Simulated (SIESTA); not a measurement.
WS2 under changes of volume

One of the cells (34.617 Å³/atom); the others are scaled copies at fixed shape and fractional positions:

```
W S
1.0
     3.18321    0.00000    0.00000
    -1.59160    2.75674    0.00000
     0.00000    0.00000   23.66876
W S
2 4
Direct
  0.66667 0.33333 0.36268
  0.33333 0.66667 0.63732
  0.66667 0.33333 0.70318
  0.33333 0.66667 0.42856
  0.66667 0.33333 0.57144
  0.33333 0.66667 0.29682
```

* Program: SIESTA 5.4.2
* Functional: PBEsol
* Potentials or basis: PseudoDojo 0.4 standard (PBEsol files)
* Basis: DZP (energy shift 0.003 Ry; two zetas on semicore shells)
* Grid cutoff: 800 Ry
* Energy shift: 0.003 Ry
* k mesh: 8 × 8 × 2
* Occupations: fermi-dirac, width 0.05 eV
* Spin: no spin polarisation

```tsv
volume (Å³/atom)	energy over the lowest point (meV/atom)	gap on the mesh (eV)	largest force (eV/Å)
32.540	40.30	1.80	1.644
33.232	?	?	?
33.924	4.71	1.76	0.756
34.617	0.00	1.74	0.360
35.309	2.85	1.70	0.055
36.001	12.53	1.66	0.393
36.694	28.27	1.62	0.706
```

Problem. What does the run at 33.232 Å³/atom give?

Solution. Energy over the lowest point 17.82 meV/atom; gap on the mesh 1.78 eV; largest force 1.183 eV/Å.

Worked out: A Birch-Murnaghan fit of order 3 (a polynomial in V^(-2/3)) to the other rows has its minimum at 34.69 Å³/atom with B0 = V·E''(V) = 87 GPa and B' = 4.4 at fixed shape and positions, which overstates the stiffness. It gives 17.82 meV/atom at 33.232 Å³/atom, against the run's 17.82. A parabola through the other rows of the gap, of slope -0.893 eV per unit of ln V there, gives 1.78 eV, against the run's 1.78.

Energies are extrapolated to zero smearing.

Caveats: short orbitals over semicore shells can move pressures by several GPa; spin-orbit coupling is left out, which moves the levels of the heavy elements; the basis of atomic orbitals isn't converged, which shifts pressures, moduli and gaps.

A mesh can miss the band edges.
